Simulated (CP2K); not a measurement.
Crystal: NbAs.

```
Nb As
1.0
     3.45170    0.00000    0.00000
     0.00000    3.45170    0.00000
    -1.72585   -1.72585    5.84000
Nb As
2 2
Cartesian
  0.0000 1.7259 0.0000
  0.0000 0.0000 2.9200
  1.7258 0.0000 0.9811
  1.7258 1.7258 3.9011
```

Base run:

| Quantity | Value |
| --- | --- |
| Program | CP2K 2026.2 |
| Functional | RPBE |
| Potentials or basis | POTENTIAL_UZH Nb GTH-PBE-q13, As GTH-PBE-q5; TZVP-MOLOPT-PBE-GTH basis |
| Density cutoff | 9184 eV |
| k mesh | 8 × 8 × 8 |
| Occupations | fermi-dirac, width 0.05 eV |
| Spin | no spin polarisation |

Its results: band gap on the k mesh none (metal or under the smearing width); pressure 6.9 GPa; largest force 0.312 eV/Å.

**Question.** After a change of settings the same cell gave: band gap on the k mesh none (metal or under the smearing width); pressure 3.0 GPa; largest force 0.316 eV/Å. Which change was it?
A. functional from RPBE to PBE
B. functional from RPBE to vdW-DF-cx
C. functional from RPBE to rev-vdW-DF2
D. functional from RPBE to TASK

**Answer.** B.

Caveats: the potentials were made for another functional, which shifts forces and pressure; the basis of atomic orbitals isn't converged, which shifts pressures, moduli and gaps.
